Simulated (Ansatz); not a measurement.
Crystal: TiAl.

```
Ti Al
1.0
     3.17906    0.00000    0.00000
     0.00000    3.17906    0.00000
     0.00000    0.00000    3.17906
Ti Al
1 1
Direct
  0.00000 0.00000 0.00000
  0.50000 0.50000 0.50000
```

The cell comes from a database or a generator and needn't be the stable form of this composition.

Base run:

```yaml
Program: Ansatz 0.2.0
Functional: PBE
Potentials_or_basis: all-electron LAPW, scalar-relativistic
Cutoff: 205 eV (chosen from the basis error)
Basis_error_allowed: 0.001 eV/atom
k_mesh: 8 × 8 × 8
Occupations: gaussian, width 0.1 eV
Spin: no spin polarisation
```

Its results: band gap on the k mesh none (metal or under the smearing width); pressure 0.8 GPa.

Task: The run is repeated on the same cell with these changes: functional from PBE to LDA. What comes out?

Result: Band gap on the k mesh none (metal or under the smearing width); pressure -5.9 GPa.

LDA binds more tightly than PBE, so the same cell stands under less pressure.
